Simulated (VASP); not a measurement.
Set up this calculation in VASP 6.6.1, as the native input.

| Item | Value |
| --- | --- |
| Task | relaxation of cell and atoms |
| Functional | r2SCAN |
| Potentials or basis | VASP PAW PBE potentials, release 64 (Bi_d) |
| Cutoff | 600 eV |
| k mesh | 12 × 12 × 12 |
| Occupations | gaussian, width 0.1 eV |
| Spin | no spin polarisation |
| Further INCAR settings | ALGO = Normal; EDIFF = 1e-07; IBRION = 2; EDIFFG = -0.005; NSW = 90; ISIF = 3 |

The structure of Bi lies in POSCAR:

```
Bi
1.0
    2.2675000000      1.3091417400      3.9380000000
   -2.2675000000      1.3091417400      3.9380000000
    0.0000000000     -2.6182834700      3.9380000000
Bi
2
Direct
    0.2340000000      0.2340000000      0.2340000000
    0.7660000000      0.7660000000      0.7660000000
```

These files were run (other wordings do the same):

INCAR

```
SYSTEM = Bi
ALGO = Normal
EDIFF = 1E-7
EDIFFG = -0.005
ENCUT = 600
IBRION = 2
ISIF = 3
ISMEAR = 0
LASPH = .TRUE.
LCHARG = .FALSE.
LMIXTAU = .TRUE.
LREAL = .FALSE.
LWAVE = .FALSE.
METAGGA = R2SCAN
NELM = 80
NSW = 90
PREC = Accurate
SIGMA = 0.1
```

KPOINTS

```
k-points
0
G
  12 12 12
  0 0 0
```

Potentials or basis: VASP PAW PBE potentials, release 64 (Bi_d).

Command:

```sh
$ cat potpaw_PBE.64/Bi_d/POTCAR > POTCAR
$ mpirun -np 1 vasp_std > vasp.out
```

Results of the run:

```yaml
Relaxed_volume: 36.69 Å³/atom
Relaxed_cell: a = 4.885 Å, b = 4.885 Å, c = 4.885 Å, α = 55.28°, β = 55.28°, γ = 55.28°
Space_group_after_relaxing_to_0.05_Å: R-3m (No. 166)
Energy_gained_by_relaxing: 7.2 meV/atom
Ionic_steps: 10
Pressure_after_relaxing: 0.0 GPa
Band_gap_on_the_k_mesh: none (metal or under the smearing width)
```

Caveat: the PAW data sets were made with another functional, which shifts forces and pressure a little; spin-orbit coupling is left out, which moves the levels of the heavy elements.

Run time: 3.2 h on 1 thread of Intel(R) Xeon(R) Platinum 8259CL CPU @ 2.50GHz (Skylake/Cascade Lake), on a shared host, peak memory 0.47 GiB.
